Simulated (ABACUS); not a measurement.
**AlRu in ABACUS: the effect of functional**

Crystal: AlRu.

```
Ru Al
1.0
     2.99160    0.00000    0.00000
     0.00000    2.99160    0.00000
     0.00000    0.00000    2.99160
Ru Al
1 1
Cartesian
  1.4958 1.4958 1.4958
  0.0000 0.0000 0.0000
```

Alike in all runs:

| Item | Value |
| --- | --- |
| Program | ABACUS 3.10.1 |
| Task | single point |
| Potentials or basis | PseudoDojo NC SR 0.4.1 PBE standard |
| Cutoff | 1361 eV |
| Density cutoff | 5442 eV |
| Basis | DZP LCAO (the cutoffs set its grid) |
| k mesh | 9 × 9 × 9 |
| Occupations | fermi-dirac, width 0.05 eV |
| Spin | no spin polarisation |

**Question.** One run gave: pressure 12.0 GPa. Which functional did it use?
A. LDA
B. BLYP
C. SOGGA
D. PBEsol

**Answer.** B.

```tsv
functional	pressure (GPa)
LDA	-3.6
PBEsol	-1.5
SOGGA	-3.3
BLYP	12.0
```

Caveats: the atomic orbitals were generated for these runs and aren't a published set; the potentials were made for another functional, which shifts forces and pressure; the basis of atomic orbitals isn't converged, which shifts pressures, moduli and gaps.

Runs at the PBE level aren't shown here.
